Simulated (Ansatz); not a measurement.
# Nb (Fm-3m) in Ansatz: notebook

One crystal, Nb, is run at these levels: RPBE, revPBE, BLYP, PBE; tasks: relaxation of cell and atoms, single point.

All numbers are computed with Ansatz 0.2.0; they aren't measurements. Logs are shortened: lines on timing, memory, paths and dates and some standing lists are left out, and cuts for length are marked.

### 1 The crystal as given

It takes space group Fm-3m (No. 225, cubic). The conventional cell has a = 4.230 Å, b = 4.230 Å, c = 4.230 Å, α = 90.00°, β = 90.00°, γ = 90.00°. Nb (site symmetry m-3m) is surrounded by 12 Nb at 2.99 Å.

This isn't the form of Nb at room conditions, which is bcc.

### 2 Relaxation of cell and atoms, RPBE

Input file input.yaml:

```yaml
crystal:
  lattice:
    - [0.0, 2.115, 2.115]
    - [2.115, 0.0, 2.115]
    - [2.115, 2.115, 0.0]
  atoms:
    - { symbol: Nb, position: [0.0, 0.0, 0.0] }
hamiltonian:
  xc: rpbe
  pseudopotentials: { kind: paw }
kpoints:
  mp_grid: { grid: [11, 11, 11] }
scf:
  occupations: { method: fermi_dirac, width: 0.05 }
output:
  forces: true
  stress: true
  eigenvalues: true
  write_density: true
  write_potential: true
  elf: true
  volumetric_format: npy
relax:
  f_tol: 0.01
  max_steps: 40
  cell: { stress_tol: 0.05 }
```

Potentials or basis: Ansatz PAW.

Started as:

```sh
ansatz run input.yaml --threads 2 --pin off --max-ram 5632MiB --backend cpu --events-out ev --progress --plain --runs-dir out
```

The log of the run:

```text
Warning: RAYON_NUM_THREADS=2 ignored (pool sized by the plan → 2); use --threads N
Engine: ansatz 0.2.0, aarch64-unknown-linux-gnu
Pseudopotentials: kind: paw
Pseudopotential: Nb, paw, valence charge 13, recommended cutoff 420 eV (normal), Nb.paw.azcp
Functional definition: RPBE
  parameter kappa = 0.804
  parameter beta = 0.06672455060314922
  exchange = rpbe_x(kappa = kappa, mu = beta*pi^2/3)
  correlation = pbe_c(beta = beta)
Crystal: 1 atoms, lattice volume = 18.922 Å³
Basis set: ecut = 420 eV, 339 PW (Γ), exchange–correlation on 40×40×40 points (8 copies of the dense FFT grid, shifted against one another)
Bands: 11, of which v1, the nominal top of the filled ones, is band 7 counted from 1 (6 counted from 0)
Symmetry: 48 space group operations
Space group: Fm-3m (ITA 225), of the structure as read, at distance tolerance 2.7e-5 Å
k-points: 56 of 1331
Non-local potential: Nb, projectors of the file, l = 0: 3, l = 1: 2, l = 2: 2, l = 3: 1
PAW form: soft (Blöchl's): semilocal exchange-correlation on the pseudo side does not see the compensation charge
PAW frozen core: Nb, regenerated for the run's functional, and the local potential with it (the file was generated under x = pbe(κ = 0.804, μ = 0.2195149727645171), c = pbe(β = 0.06672455060314922))
PAW one-centre angular grid: Nb, 590 points (default); XC on 64 Gauss nodes
Initial density: superposition of atomic densities (neutral atoms: chi_scale 0, normalization atom), corrected by the library's trained network
Initial wavefunctions: pseudopotential atomic-orbital guess
Functional: x = rpbe, c = pbe(β = 0.06672455060314922)
SCF iter   1: F=—  HF=-4558.873477 eV  |F-HF|=—  |Δ(HF+E_count)|=         —  Δρ=3.00e-3  dr2=4.75e-4  ethr=1.77e-3  ⟨swp⟩=5.1  Hψ=3621  notcnv=0
preconditioner: auto → none  [metal: Δε(μ)=0.030 eV  Ē_g=7.057 eV  σ=0.050 eV  W_gap=0.15  n_scr=0 (ndim 8)  ℏωp=19.1 eV  f_vac=0.000  D(μ)=1.40/eV (n_scr^D=14)]
SCF iter   2: F=—  HF=-4558.873789 eV  |F-HF|=—  |Δ(HF+E_count)|=   3.12e-4  Δρ=1.48e-3  dr2=1.18e-4  ethr=3.66e-6  ⟨swp⟩=2.2  Hψ=1282  notcnv=0
SCF iter   3: F=—  HF=-4558.873940 eV  |F-HF|=—  |Δ(HF+E_count)|=   1.51e-4  Δρ=1.25e-4  dr2=1.25e-6  ethr=9.08e-7  ⟨swp⟩=2.1  Hψ=740  notcnv=0
SCF iter   4: F=—  HF=-4558.873936 eV  |F-HF|=—  |Δ(HF+E_count)|=   4.55e-6  Δρ=2.84e-5  dr2=5.56e-8  ethr=9.62e-9  ⟨swp⟩=2.9  Hψ=957  notcnv=0
iter 5 did not close the SCF: its close was put off for the readings that it lacked (scf_convergence_deferred on its scf_iter line)
SCF iter   5: F=-4558.873936 eV  HF=-4558.873936 eV  |F-HF|=6.29e-10  |Δ(HF+E_count)|=   1.41e-8  Δρ=7.80e-6  dr2=4.10e-9  ethr=4.28e-10  ⟨swp⟩=2.1  Hψ=961  notcnv=0
SCF iter   6: F=-4558.873936 eV  HF=-4558.873936 eV  |F-HF|=1.82e-12  |Δ(HF+E_count)|=  1.15e-10  Δρ=1.12e-6  dr2=9.05e-11  ethr=3.15e-11  ⟨swp⟩=4.7  Hψ=2797  notcnv=0
SCF 1 converged in 6 iterations: F = -4558.873936 eV  dr2 = 9.05e-11
[... 23 lines left out ...]
Basis set: ecut = 420 eV, 339 PW (Γ), exchange–correlation on 48×48×48 points (8 copies of the dense FFT grid, shifted against one another)
Initial wavefunctions: pseudopotential atomic-orbital guess (no wavefunctions were taken with the density)
iter 1 solved again at ethr=1.94e-8 eV; its pass at ethr=3.10e-3 eV (dr2=2.52e-6 eV) is discarded
SCF iter   1: F=—  HF=-4558.874260 eV  |F-HF|=—  |Δ(HF+E_count)|=         —  Δρ=4.23e-5  dr2=1.14e-8  ethr=1.94e-8  ⟨swp⟩=3.1  Hψ=5436  notcnv=0
SCF iter   2: F=—  HF=-4558.874261 eV  |F-HF|=—  |Δ(HF+E_count)|=   1.77e-6  Δρ=2.11e-5  dr2=2.63e-9  ethr=8.74e-11  ⟨swp⟩=2.1  Hψ=765  notcnv=0
SCF iter   3: F=—  HF=-4558.874262 eV  |F-HF|=—  |Δ(HF+E_count)|=   1.78e-7  Δρ=9.13e-7  dr2=3.76e-11  ethr=2.02e-11  ⟨swp⟩=2.0  Hψ=973  notcnv=0
SCF iter   4: F=-4558.874262 eV  HF=-4558.874262 eV  |F-HF|=7.28e-12  |Δ(HF+E_count)|=  2.60e-10  Δρ=2.07e-7  dr2=1.90e-12  ethr=1.00e-12  ⟨swp⟩=5.1  Hψ=2148  notcnv=0
SCF 4 converged in 4 iterations: F = -4558.874262 eV  dr2 = 1.90e-12
relax step   4: F+E_penalty+E_count = -4558.87426162 eV  Δ(F+E_penalty+E_count) = -3.168e-5 eV  max|allowed force component| = 0.000e0 eV/Å  Δτ_max = 0.0000 Å  P = -0.018 GPa  Ω = 19.035 Å³  stress off target by 1.81e-2 GPa  SCF on the basis re-selected at this cell (its energy is not comparable with the rows above)  (4 SCF iters)
basis re-selected at this cell: Δ(F+E_penalty+E_count) = -3.168e-5 eV, ΔP = -0.000 GPa vs the last step (what re-selecting the basis moved, of the pressure what is left beyond the Pulay correction that the steps carried, after the strain that the cell walked since its last selection, with what the two solves' SCF thresholds leave and, on support functions, any second-order correction that the steps lacked; it is no measure of the basis error at this ecutwfc). The dense FFT grid was sized anew with the basis: this SCF ran on 24×24×24 points, the steps before it on 20×20×20, so part of this shift can come from that change (see relax.cell in the input reference). This SCF's stress stands 1.81e-2 GPa from its target on what of the cell is left free (relax.cell.stress_tol is 5.00e-2 GPa) and its largest allowed force component is 0.00e0 eV/Å (relax.f_tol is 1.00e-2 eV/Å): within both
SCF converged after 4 iterations
Free energy (F): -4558.874262 eV
Harris-Foulkes:  -4558.874262 eV  (|F-HF|=7.28e-12)
Internal energy: -4558.862279 eV  (E = F + TS)
E sigma→0 (E₀):  -4558.868270 eV
Entropy (-TS):   -0.011983 eV (-11.983 meV/atom)
Fermi energy:    17.124625 eV
--- Per-component energies (eV) ---
  E_band       = -81.009607
  E_kinetic    = 393.419431
  E_local      = -724.749730  (includes V_loc(G=0)·N_el)
  E_nonlocal   = 118.676325
  E_hartree    = 225.296200
  E_xc         = -175.330417
  E_vxc        = -212.305046  (∫ρ·V_xc dr)
  E_paw        = -3079.867363  (= ΣΔE_a)
  E_vpaw       = -106.642976  (= ΣTr[D̂ρ^β])
  E_aug_tail   = 0.000007  (compensation charges beyond the density's cutoff)
  E_ewald      = -1316.220804
  E_core_change = -0.085928  (= ΣΔE_core)
  E_smearing   = -0.011983  (= −TS)
  E_closure    = 0.000000  (closes the sum)
  Σ components = -4558.874262   (vs F -4558.874262, Δ=0.00e0)
--- Forces (eV/Å), atoms counted from 1 ---
  atom   1  Nb    -0.00000000     0.00000000     0.00000000
  max |Σ_I F_I| component: 5.34e-32 eV/Å
--- Stress (GPa, compression-positive) ---
       -0.018075      -0.000000      -0.000000
       -0.000000      -0.018075       0.000000
       -0.000000      -0.000000      -0.018075
  P = ⅓ Tr σ = -0.0181 GPa (-0.181 kbar)
--- Band table (eV; the first three rows and the last of 56) ---
  k-point 0: bands = ["-37.6943", "-13.1258", "-13.1258", "-13.1258", "10.9500", "17.2125", "17.2125", "17.2125", "19.7624", "19.7624", "28.8186"]
  k-point 1: bands = ["-37.6801", "-13.2214", "-13.1377", "-13.1377", "11.2483", "16.9878", "17.3459", "17.3459", "19.6493", "19.6493", "29.4045"]
  k-point 2: bands = ["-37.6416", "-13.4725", "-13.1695", "-13.1695", "12.0367", "16.5526", "17.5831", "17.5831", "19.5549", "19.5549", "30.2033"]
  k-point 55: bands = ["-37.4532", "-13.9008", "-13.8400", "-13.5215", "14.5311", "15.6057", "16.3775", "19.0622", "21.9880", "26.3855", "26.9462"]
--- Relaxed structure (3 steps of the walk, 2 accepted, 1 SCFs on fresh bases) ---
  F+E_penalty+E_count = -4558.87426162 eV   max|allowed force component| = 0.000e0 eV/Å   (the final SCF, on the basis selected at the relaxed cell)
  cell:  # Å, volume = 19.0352 Å³
    - [0.0, 2.1192199684525623, 2.1192199684525623]
    - [2.1192199684525623, -3.503068272615719e-35, 2.1192199684525623]
    - [2.1192199684525623, 2.1192199684525623, -4.776911280839616e-35]
  atoms:
    - { symbol: Nb, position: [0.0, 0.0, 0.0] }
```

Run time: 2.5 s. Hardware: 2 threads of Arm Neoverse V1, shared host; peak memory 0.28 GiB.

Results:

| Quantity | Value |
| --- | --- |
| Free energy | -4558.8743 eV |
| Relaxed volume | 19.04 Å³/atom |
| Relaxed cell | a = 2.997 Å, b = 2.997 Å, c = 2.997 Å, α = 60.00°, β = 60.00°, γ = 60.00° |
| Space group after relaxing (to 0.05 Å) | Fm-3m (No. 225) |
| Energy gained by relaxing | 0.3 meV/atom |
| Ionic steps | 3 |
| Pressure after relaxing | 0.0 GPa |
| Band gap on the k mesh | none (metal or under the smearing width) |

Step by step:
```csv
step,energy change (eV),largest force (eV/Å),volume (Å³)
1,0.0000,0.0000,18.92
2,-0.0003,0.0000,19.04
3,-0.0003,0.0000,19.04
```

Final structure:
```
CELL_PARAMETERS angstrom
0.00000 2.11922 2.11922
2.11922 0.00000 2.11922
2.11922 2.11922 0.00000
ATOMIC_POSITIONS crystal
Nb 0.00000 0.00000 0.00000
```

Levels at points of the mesh, in eV from the Fermi level:
```
           k point  band 2  band 3  band 4  band 5  band 6  band 7  band 8  band 9  band 10  band 11
(0.00, 0.00, 0.00)  -30.25  -30.25  -30.25   -6.17    0.09    0.09    0.09    2.64     2.64    11.69
```

Caveat: the plane-wave basis is chosen anew once the cell has moved, so the energies of steps on either side of that aren't comparable; the PAW data sets come from PBE, with cores solved anew for the run's functional, which leaves a small shift of forces and pressure. Zero-point motion and thermal expansion aren't in these numbers.

### 3 Relaxation of cell and atoms, revPBE

Edit input.yaml of step 2 so:

```diff
@@ -8,3 +8,3 @@
 hamiltonian:
-  xc: rpbe
+  xc: revpbe
   pseudopotentials: { kind: paw }
@@ -18,6 +18,2 @@
   eigenvalues: true
-  write_density: true
-  write_potential: true
-  elf: true
-  volumetric_format: npy
 relax:
```

Potentials or basis: Ansatz PAW.

Started as:

```sh
ansatz run input.yaml --threads 2 --pin off --max-ram 5632MiB --backend cpu --events-out ev --progress --plain --runs-dir out
```

Wall time 2.3 s (2 threads of Arm Neoverse V1, shared host); peak memory 0.27 GiB.

It converged, with:

- Free energy: -4556.8837 eV
- Relaxed volume: 18.94 Å³/atom
- Relaxed cell: a = 2.992 Å, b = 2.992 Å, c = 2.992 Å, α = 60.00°, β = 60.00°, γ = 60.00°
- Space group after relaxing (to 0.05 Å): Fm-3m (No. 225)
- Energy gained by relaxing: 0.0 meV/atom
- Ionic steps: 3
- Pressure after relaxing: 0.0 GPa
- Band gap on the k mesh: none (metal or under the smearing width)

Final structure:
```cif
data_structure
_symmetry_space_group_name_H-M 'P 1'
_symmetry_Int_Tables_number 1
_cell_length_a 2.9920
_cell_length_b 2.9920
_cell_length_c 2.9920
_cell_angle_alpha 60.000
_cell_angle_beta 60.000
_cell_angle_gamma 60.000
_cell_volume 18.94
loop_
_atom_site_label
_atom_site_type_symbol
_atom_site_fract_x
_atom_site_fract_y
_atom_site_fract_z
_atom_site_occupancy
Nb1 Nb 0.00000 0.00000 0.00000 1
```

Levels at points of the mesh, in eV from the Fermi level:
| k point | band 4 | band 5 | band 6 | band 7 | band 8 | band 9 |
| --- | --- | --- | --- | --- | --- | --- |
| (0.00, 0.00, 0.00) | -30.23 | -6.19 | 0.09 | 0.09 | 0.09 | 2.65 |

Caveat: the plane-wave basis is chosen anew once the cell has moved, so the energies of steps on either side of that aren't comparable; the PAW data sets come from PBE, with cores solved anew for the run's functional, which leaves a small shift of forces and pressure.

### 4 Relaxation of cell and atoms, BLYP

Edit input.yaml of step 3 so:

```diff
@@ -8,3 +8,3 @@
 hamiltonian:
-  xc: revpbe
+  xc: blyp
   pseudopotentials: { kind: paw }
```

Potentials or basis: Ansatz PAW.

Started as:

```sh
ansatz run input.yaml --threads 2 --pin off --max-ram 5632MiB --backend cpu --events-out ev --progress --plain --runs-dir out
```

The log of the run:

```text
Warning: RAYON_NUM_THREADS=2 ignored (pool sized by the plan → 2); use --threads N
[... 3 set-up lines as earlier in the session ...]
Functional definition: BLYP
  parameter beta = 0.0042
  parameter a = 0.04918
  parameter b = 0.132
  parameter c = 0.2533
  parameter d = 0.349
  exchange = b88_x(beta = beta)
  correlation = lyp_c(a = a, b = b, c = c, d = d)
Crystal: 1 atoms, lattice volume = 18.922 Å³
Basis set: ecut = 420 eV, 339 PW (Γ), exchange–correlation on 40×40×40 points (8 copies of the dense FFT grid, shifted against one another)
Bands: 11, of which v1, the nominal top of the filled ones, is band 7 counted from 1 (6 counted from 0)
[... 2 set-up lines as earlier in the session ...]
k-points: 56 of 1331
[... 6 set-up lines as earlier in the session ...]
Functional: x = b88, c = lyp
SCF iter   1: F=—  HF=-4564.811699 eV  |F-HF|=—  |Δ(HF+E_count)|=         —  Δρ=9.43e-3  dr2=1.97e-2  ethr=1.77e-3  ⟨swp⟩=5.2  Hψ=3652  notcnv=0
preconditioner: auto → none  [metal: Δε(μ)=0.013 eV  Ē_g=6.974 eV  σ=0.050 eV  W_gap=0.06  n_scr=0 (ndim 8)  ℏωp=19.1 eV  f_vac=0.000  D(μ)=1.52/eV (n_scr^D=14)]
SCF iter   2: F=—  HF=-4564.805873 eV  |F-HF|=—  |Δ(HF+E_count)|=   5.83e-3  Δρ=2.46e-3  dr2=4.71e-4  ethr=1.52e-4  ⟨swp⟩=3.0  Hψ=1570  notcnv=0  defer=5
SCF iter   3: F=—  HF=-4564.806318 eV  |F-HF|=—  |Δ(HF+E_count)|=   4.45e-4  Δρ=1.15e-3  dr2=8.91e-5  ethr=3.63e-6  ⟨swp⟩=2.2  Hψ=711  notcnv=0  defer=5
SCF iter   4: F=—  HF=-4564.806470 eV  |F-HF|=—  |Δ(HF+E_count)|=   1.52e-4  Δρ=4.55e-5  dr2=1.17e-7  ethr=6.86e-7  ⟨swp⟩=2.4  Hψ=850  notcnv=0  defer=5
iter 5 did not close the SCF: its close was put off for the readings that it lacked (scf_convergence_deferred on its scf_iter line)
SCF iter   5: F=-4564.806470 eV  HF=-4564.806470 eV  |F-HF|=1.45e-9  |Δ(HF+E_count)|=   5.38e-7  Δρ=3.04e-6  dr2=8.10e-10  ethr=8.97e-10  ⟨swp⟩=2.2  Hψ=966  notcnv=0  defer=5
[... 45 lines left out ...]
relax step   5: F+E_penalty+E_count = -4564.81254393 eV  Δ(F+E_penalty+E_count) = -7.006e-5 eV  max|allowed force component| = 0.000e0 eV/Å  Δτ_max = 0.0000 Å  P = -0.010 GPa  Ω = 19.411 Å³  stress off target by 1.03e-2 GPa  SCF on the basis re-selected at this cell (its energy is not comparable with the rows above)  (4 SCF iters)
basis re-selected at this cell: Δ(F+E_penalty+E_count) = -7.006e-5 eV, ΔP = +0.001 GPa vs the last step (what re-selecting the basis moved, of the pressure what is left beyond the Pulay correction that the steps carried, after the strain that the cell walked since its last selection, with what the two solves' SCF thresholds leave and, on support functions, any second-order correction that the steps lacked; it is no measure of the basis error at this ecutwfc). The dense FFT grid was sized anew with the basis: this SCF ran on 24×24×24 points, the steps before it on 20×20×20, so part of this shift can come from that change (see relax.cell in the input reference). This SCF's stress stands 1.03e-2 GPa from its target on what of the cell is left free (relax.cell.stress_tol is 5.00e-2 GPa) and its largest allowed force component is 0.00e0 eV/Å (relax.f_tol is 1.00e-2 eV/Å): within both
SCF converged after 4 iterations
Free energy (F): -4564.812544 eV
Harris-Foulkes:  -4564.812544 eV  (|F-HF|=1.00e-11)
Internal energy: -4564.800160 eV  (E = F + TS)
E sigma→0 (E₀):  -4564.806352 eV
Entropy (-TS):   -0.012383 eV (-12.383 meV/atom)
Fermi energy:    17.168849 eV
--- Per-component energies (eV) ---
  E_band       = -80.520686
  E_kinetic    = 393.740745
  E_local      = -740.570000  (includes V_loc(G=0)·N_el)
  E_nonlocal   = 120.240162
  E_hartree    = 230.747952
  E_xc         = -171.888501
  E_vxc        = -208.047390  (∫ρ·V_xc dr)
  E_paw        = -3089.482792  (= ΣΔE_a)
  E_vpaw       = -107.380154  (= ΣTr[D̂ρ^β])
  E_aug_tail   = 0.000009  (compensation charges beyond the density's cutoff)
  E_ewald      = -1307.674539
  E_core_change = 0.086803  (= ΣΔE_core)
  E_smearing   = -0.012383  (= −TS)
  E_closure    = 0.000000  (closes the sum)
  Σ components = -4564.812544   (vs F -4564.812544, Δ=0.00e0)
--- Forces (eV/Å), atoms counted from 1 ---
  atom   1  Nb    -0.00000000     0.00000000    -0.00000000
  max |Σ_I F_I| component: 3.70e-32 eV/Å
--- Stress (GPa, compression-positive) ---
       -0.010336      -0.000000      -0.000000
       -0.000000      -0.010336       0.000000
       -0.000000      -0.000000      -0.010336
  P = ⅓ Tr σ = -0.0103 GPa (-0.103 kbar)
--- Band table (eV; the first three rows and the last of 56) ---
  k-point 0: bands = ["-37.7024", "-13.1680", "-13.1680", "-13.1680", "11.1786", "17.2129", "17.2129", "17.2129", "19.6613", "19.6613", "28.9827"]
  k-point 1: bands = ["-37.6892", "-13.2573", "-13.1792", "-13.1792", "11.4713", "17.0033", "17.3427", "17.3427", "19.5567", "19.5567", "29.5477"]
  k-point 2: bands = ["-37.6537", "-13.4921", "-13.2092", "-13.2092", "12.2443", "16.6018", "17.5744", "17.5744", "19.4742", "19.4742", "30.3723"]
  k-point 55: bands = ["-37.4801", "-13.8952", "-13.8380", "-13.5395", "14.7145", "15.6984", "16.4521", "19.0299", "21.8217", "26.2743", "26.8549"]
--- Relaxed structure (4 steps of the walk, 3 accepted, 1 SCFs on fresh bases) ---
  F+E_penalty+E_count = -4564.81254393 eV   max|allowed force component| = 0.000e0 eV/Å   (the final SCF, on the basis selected at the relaxed cell)
  cell:  # Å, volume = 19.4109 Å³
    - [5.732293537007539e-35, 2.133070063089959, 2.133070063089959]
    - [2.133070063089959, -1.4330733842518844e-35, 2.133070063089959]
    - [2.133070063089959, 2.133070063089959, 7.802288425371372e-35]
  atoms:
    - { symbol: Nb, position: [0.0, 0.0, 0.0] }
```

Run time: 3 s. Hardware: 2 threads of Arm Neoverse V1, shared host; peak memory 0.28 GiB.

What came out:

```
Free energy                            : -4564.8125 eV
Relaxed volume                         : 19.41 Å³/atom
Relaxed cell                           : a = 3.017 Å, b = 3.017 Å, c = 3.017 Å, α = 60.00°, β = 60.00°, γ = 60.00°
Space group after relaxing (to 0.05 Å) : Fm-3m (No. 225)
Energy gained by relaxing              : 6.1 meV/atom
Ionic steps                            : 4
Pressure after relaxing                : 0.0 GPa
Band gap on the k mesh                 : none (metal or under the smearing width)
```

The path:
```
step  energy change (eV)  largest force (eV/Å)  volume (Å³)
   1              0.0000                0.0000        18.92
   2             -0.0060                0.0000        19.45
   3             -0.0060                0.0000        19.41
   4             -0.0061                0.0000        19.41
```

Final structure:
```xyz
1
Lattice="0.0000 2.1331 2.1331 2.1331 0.0000 2.1331 2.1331 2.1331 0.0000" Properties=species:S:1:pos:R:3 pbc="T T T"
Nb    0.0000    0.0000    0.0000
```

Caveat: the plane-wave basis is chosen anew once the cell has moved, so the energies of steps on either side of that aren't comparable; the PAW data sets come from PBE, with cores solved anew for the run's functional, which leaves a small shift of forces and pressure. BLYP gives volumes clearly too large for solids.

(Part 1 of 2 ends here.)
